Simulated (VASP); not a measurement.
# TiH (I4mm) in VASP: notebook

The runs below take TiH through single point, with LDA.

All numbers are computed with VASP 6.6.1; they aren't measurements. Logs are shortened: lines on timing, memory, paths and dates and some standing lists are left out, and cuts for length are marked.

## (1) The cell of the first run

The structure is tetragonal, space group I4mm (No. 107). Conventional cell: a = 2.901 Å, b = 2.901 Å, c = 4.295 Å, α = 90.00°, β = 90.00°, γ = 90.00°. Ti (site symmetry 4mm) is surrounded by 6 H at 2.05 to 2.23 Å. Around H (site symmetry 4mm) lie 6 Ti at 2.05 to 2.23 Å.

The cell comes from a database or a generator and needn't be the stable form of this composition.

## (2) Single point, LDA (mode 4 frozen in at -0.074 Å, normal strain along x +0.0467)

Input file INCAR:

```
ALGO     = Fast           # electronic algorithm
EDIFF    = 1E-7           # SCF threshold, eV
ENCUT    = 520            # plane-wave cutoff, eV
GGA      = CA             # functional
ISIF     = 2              # what is computed and relaxed
ISMEAR   = 0              # smearing method
LASPH    = True           # aspherical terms in the spheres
LCHARG   = False          # write CHGCAR
LREAL    = False          # projectors in reciprocal space
LWAVE    = False          # write WAVECAR
NBANDS   = 14             # bands
NELM     = 80             # most SCF steps
PREC     = Accurate       # precision mode
SIGMA    = 0.15           # smearing width, eV
```

Input file KPOINTS:

```
k-points
0
Gamma
  18 18 18
```

Input file POSCAR:

```
TiH
1.0
    0.0000000000      2.0516219871      2.0516219871
    2.1474327339      0.0000000000      2.0516219871
    2.1474327339      2.0516219871      0.0000000000
Ti H
1 1
Direct
   -0.0003818299      0.0003818299      0.0003818299
    0.5181319952      0.4818680048      0.4818680048
```

Potentials or basis: VASP PAW LDA potentials, release 64 (Ti_sv, H).

Run with:

```
$ cat potpaw_LDA.64/Ti_sv/POTCAR potpaw_LDA.64/H/POTCAR > POTCAR
$ mpirun -np 1 vasp_std > vasp.out
```

OUTCAR:

```text
EDIFF = 1E-7
   ENCUT = 520
   GGA = CA
   ISIF = 2
   ISMEAR = 0
   LASPH = True
   LREAL = False
   NELM = 80
   PREC = Accurate

 ion  position               nearest neighbor table
   1  1.000  0.000  0.000-
   2  0.518  0.482  0.482-

  LATTYP: Found a body centered tetragonal cell.
 ALAT       =     2.9014316390
 C/A-ratio  =     1.4802573357

  Lattice vectors:

 A1 = (   2.1474327339,   0.0000000000,   2.0516219871)
 A2 = (   2.1474327339,   0.0000000000,  -2.0516219871)
 A3 = (  -2.1474327339,   2.0516219871,   0.0000000000)

Analysis of symmetry for initial positions (statically):
=====================================================================
 Subroutine PRICEL returns:
 Original cell was already a primitive cell.

 Routine SETGRP: Setting up the symmetry group for a
 body centered tetragonal supercell.

 Subroutine GETGRP returns: Found  8 space group operations
 (whereof  8 operations were pure point group operations)
 out of a pool of 16 trial point group operations.

The static configuration has the point symmetry C_4v.

Analysis of symmetry for dynamics (positions and initial velocities):
=====================================================================
 Subroutine PRICEL returns:
 Original cell was already a primitive cell.

 Routine SETGRP: Setting up the symmetry group for a
 body centered tetragonal supercell.

 Subroutine GETGRP returns: Found  8 space group operations
 (whereof  8 operations were pure point group operations)
 out of a pool of 16 trial point group operations.

The dynamic configuration has the point symmetry C_4v.

 Subroutine INISYM returns: Found  8 space group operations
 (whereof  8 operations are pure point group operations),
 and found     1 'primitive' translations

----------------------------------------------------------------------------------------

                                     Primitive cell

  volume of cell :      18.0777

  direct lattice vectors                    reciprocal lattice vectors
     0.000000000  2.051621987  2.051621987    -0.232836164  0.243709613  0.243709613
     2.147432734  0.000000000  2.051621987     0.232836164 -0.243709613  0.243709613
     2.147432734  2.051621987  0.000000000     0.232836164  0.243709613 -0.243709613

  length of vectors
     2.901431639  2.969952883  2.969952883     0.415934406  0.415934406  0.415934406

  position of ions in fractional coordinates (direct lattice)
     0.999618170  0.000381830  0.000381830
     0.518131995  0.481868005  0.481868005

  ion indices of the primitive-cell ions
   primitive index   ion index
                 1           1
                 2           2

----------------------------------------------------------------------------------------

 KPOINTS: k-points

Automatic generation of k-mesh.
 Grid dimensions read from file:
 generate k-points for:   18   18   18

 Generating k-lattice:

  Cartesian coordinates                     Fractional coordinates (reciprocal lattice)
    -0.012935342  0.013539423  0.013539423     0.055555556  0.000000000  0.000000000
     0.012935342 -0.013539423  0.013539423     0.000000000  0.055555556  0.000000000
     0.012935342  0.013539423 -0.013539423     0.000000000  0.000000000  0.055555556

  Length of vectors
     0.023107467  0.023107467  0.023107467

  Shift w.r.t. Gamma in fractional coordinates (k-lattice)
     0.000000000  0.000000000  0.000000000

 Subroutine IBZKPT returns following result:
 ===========================================

 Found    480 irreducible k-points:

 Following reciprocal coordinates:
            Coordinates               Weight
  0.000000  0.000000  0.000000      1.000000
  0.055556  0.000000  0.000000      8.000000
  0.111111  0.000000  0.000000      8.000000
  0.166667  0.000000  0.000000      8.000000
  0.222222  0.000000  0.000000      8.000000
  0.277778  0.000000  0.000000      8.000000
[... 16 lines left out ...]
 -0.277778  0.055556  0.000000     16.000000
 -0.222222  0.055556 -0.000000     16.000000
 [... further k-points ...]
   k-points           NKPTS =    480   k-points in BZ     NKDIM =    480   number of bands    NBANDS=     14
   number of dos      NEDOS =    301   number of ions     NIONS =      2
   total plane-waves  NPLWV =  13824
   dimension x,y,z NGX =    24 NGY =   24 NGZ =   24
   dimension x,y,z NGXF=    48 NGYF=   48 NGZF=   48
   ions per type =               1   1
   NGX,Y,Z   is equivalent  to a cutoff of  13.75, 13.43, 13.43 a.u.
   NGXF,Y,Z  is equivalent  to a cutoff of  27.50, 26.87, 26.87 a.u.
 SYSTEM =  unknown system
   PREC   = accura    normal or accurate (medium, high low for compatibility)
   ISTART =      0    job   : 0-new  1-cont  2-samecut
   ICHARG =      2    charge: 1-file 2-atom 10-const
   ISPIN  =      1    spin polarized calculation?
   LNONCOLLINEAR =      F non collinear calculations
   LSORBIT =      F    spin-orbit coupling
   LASPH  =      T    aspherical Exc in radial PAW
   ENCUT  =  520.0 eV  38.22 Ry    6.18 a.u.   5.39  5.52  5.52*2*pi/ulx,y,z
   NELM   =     80;   NELMIN=  2; NELMDL= -5     # of ELM steps
   EDIFF  = 0.1E-06   stopping-criterion for ELM
   LREAL  =      F    real-space projection
   EDIFFG = 0.1E-05   stopping-criterion for IOM
   NSW    =      0    number of steps for IOM
   IBRION =     -1    ionic relax: 0-MD 1-quasi-New 2-CG
   NFREE  =      0    steps in history (QN), initial steepest desc. (CG)
   ISIF   =      2    stress and relaxation
   ISYM   =      2    0-nonsym 1-usesym 2-fastsym
   POTIM  = 0.5000    time-step for ionic-motion
   TEBEG  =    0.0;   TEEND  =   0.0 temperature during run
   PSTRESS=    0.0 pullay stress
   NELECT =      13.0000    total number of electrons
   NUPDOWN=      -1.0000    fix difference up-down
   EMIN   =  10.00;   EMAX   =-10.00  energy-range for DOS
   EFERMI =   0.00;   METHOD = LEGACY
   ISMEAR =     0;   SIGMA  =   0.15  broadening in eV -4-tet -1-fermi 0-gaus
   EFERMI_NEDOS =   21; number of points for ismear=-14 and -15
   IALGO  =     68    algorithm
   IMIX   =      4    mixing-type and parameters
     AMIX     =   0.40;   BMIX     =  1.00
     AMIX_MAG =   1.60;   BMIX_MAG =  1.00
  volume/ion in A,a.u.               =       9.04        61.00
  Fermi-wavevector in a.u.,A,eV,Ry     =   1.466700  2.771661 29.268961  2.151208
  Thomas-Fermi vector in A             =   2.582406
   LORBIT       =      0    0 simple, 1 ext, 2 COOP (PROOUT), +10 PAW based schemes
   GGA     = CA    functional components
   LHFCALC =     F    Hartree Fock is set to
   AEXX    =    0.0000 exact exchange contribution
   IVDW    =     0    specifies the selected vdW correction
   LEPSILON=     F    determine dielectric tensor
   LRPA    =     F    only Hartree local field effects (RPA)
 non-spin polarized calculation
 RMM-DIIS sequential band-by-band and
 Gauss-broadening in eV      SIGMA  =   0.15
  energy-cutoff  :      520.00
  volume of cell :       18.08
 maximum number of plane-waves:       507
 NGX is ok and might be reduce to    24
   NGX = 11   NGY = 11   NGZ = 11

 number of electron      12.9999998 magnetization

 Free energy of the ion-electron system (eV)
  ---------------------------------------------------
  ext. energy  EPLUGINS =         0.00000000
  ---------------------------------------------------
  free energy    TOTEN  =       -12.88521433 eV

  energy without entropy =      -12.86291838  energy(sigma->0) =      -12.87406635

 E-fermi :   8.6555     XC(G=0): -12.2433

 val. band max:        8.6516735725   @ k =   0.3889   0.2778   0.0556
 cond. band min:       8.6560010847   @ k =  -0.3889   0.1667   0.0556
 fundamental gap:      0.0043275122
 Fermi energy:         8.6555293104

 k-point     1 :       0.0000    0.0000    0.0000
  band No.  band energies     occupation
      1     -47.3520      2.00000
      2     -23.6582      2.00000
      3     -23.6582      2.00000
      4     -23.6399      2.00000
      5      -0.7706      2.00000
      6       9.0719      0.00009
      7       9.4619      0.00000
      8       9.4619      0.00000
      9      10.5552      0.00000
     10      10.9683      0.00000
     11      19.4856      0.00000
     12      23.3957      0.00000
     13      24.6137      0.00000
     14      25.2985      0.00000

 k-point     2 :       0.0556    0.0000    0.0000
  band No.  band energies     occupation
      1     -47.3485      2.00000
      2     -23.6765      2.00000
      3     -23.6600      2.00000
      4     -23.6457      2.00000
      5      -0.6827      2.00000
      6       9.0737      0.00008
      7       9.4257      0.00000
      8       9.4975      0.00000
      9      10.5294      0.00000
     10      10.9297      0.00000
     11      19.1085      0.00000
     12      23.4698      0.00000
     13      24.7018      0.00000
     14      25.3972      0.00000

 k-point     3 :       0.1111    0.0000    0.0000
  band No.  band energies     occupation
      1     -47.3384      2.00000
      2     -23.7353      2.00000
      3     -23.6653      2.00000
      4     -23.6559      2.00000
      5      -0.4234      2.00000
      6       8.9950      0.00137
      7       9.3821      0.00000
      8       9.5886      0.00000
      9      10.4828      0.00000
     10      10.8361      0.00000
     11      18.2508      0.00000
     12      23.5798      0.00000
     13      24.9746      0.00000
     14      25.6731      0.00000
[... 324 lines left out ...]
 k-point    23 :      -0.2778    0.0556    0.0000
  band No.  band energies     occupation
      1     -47.2747      2.00000
      2     -24.0834      2.00000
      3     -23.7254      2.00000
      4     -23.6987      2.00000
      5       1.4689      2.00000
      6       7.6007      2.00000
      7       9.0977      0.00003
      8       9.4395      0.00000
      9      10.8910      0.00000
     10      11.3906      0.00000
     11      15.8602      0.00000
     12      21.2659      0.00000
     13      25.6087      0.00000
     14      27.4085      0.00000

 k-point    24 :      -0.2222    0.0556   -0.0000
  band No.  band energies     occupation
      1     -47.2949      2.00000
      2     -23.9709      2.00000
      3     -23.7124      2.00000
      4     -23.6838      2.00000
      5       0.7953      2.00000
      6       8.1498      2.00000
      7       9.2499      0.00000
      8       9.5952      0.00000
      9      10.5527      0.00000
     10      11.1197      0.00000
     11      16.3472      0.00000
     12      22.3734      0.00000
     13      25.5874      0.00000
     14      26.9272      0.00000

 [... further k-points ...]

------------------------ aborting loop because EDIFF is reached ----------------------------------------

  FORCE on cell =-STRESS in cart. coord.  units (eV):
  Direction    XX          YY          ZZ          XY          YZ          ZX
  --------------------------------------------------------------------------------------
  -------------------------------------------------------------------------------------
  Total       -0.5973354     -0.8025073     -0.8025073      0.0000000      0.0000000     -0.0000000
  in kB      -52.9400743    -71.1238624    -71.1238624      0.0000000      0.0000000     -0.0000000
  external PRESSURE =     -65.0625997 kB  Pullay stress =       0.0000000 kB

 VOLUME and BASIS-vectors are now :
 -----------------------------------------------------------------------------
  energy-cutoff  :      520.00
  volume of cell :       18.08
      direct lattice vectors                 reciprocal lattice vectors
     0.000000000  2.051621987  2.051621987    -0.232836164  0.243709613  0.243709613
     2.147432734  0.000000000  2.051621987     0.232836164 -0.243709613  0.243709613
     2.147432734  2.051621987  0.000000000     0.232836164  0.243709613 -0.243709613

 POSITION                                       TOTAL-FORCE (eV/Angst)
 -----------------------------------------------------------------------------------
      0.00164      2.05162      2.05162        -0.111650      0.000000      0.000000
      2.06956      2.05162      2.05162         0.111650      0.000000      0.000000
 -----------------------------------------------------------------------------------
    total drift:                                0.000016     -0.000000     -0.000000

  FREE ENERGIE OF THE ION-ELECTRON SYSTEM (eV)
  ---------------------------------------------------
  free  energy   TOTEN  =       -12.8852143253 eV

  energy  without entropy=      -12.8629183776  energy(sigma->0) =      -12.87406635
```

It took 61 s on 1 thread of Intel Xeon 6975P-C (Granite Rapids), shared host; peak memory 0.23 GiB.

What came out:

* Free energy: -12.8852 eV
* Pressure: -6.5 GPa
* Largest force: 0.112 eV/Å
* Band gap on the k mesh: none (metal or under the smearing width)

Forces on the atoms (eV/Å):
```
Ti  -0.112  0.000  0.000
H    0.112  0.000  0.000
```

Stress tensor (GPa, compression positive):
```
-5.29  0.00  0.00
 0.00 -7.11  0.00
 0.00  0.00 -7.11
```

(Continued in part 2 of 2.)
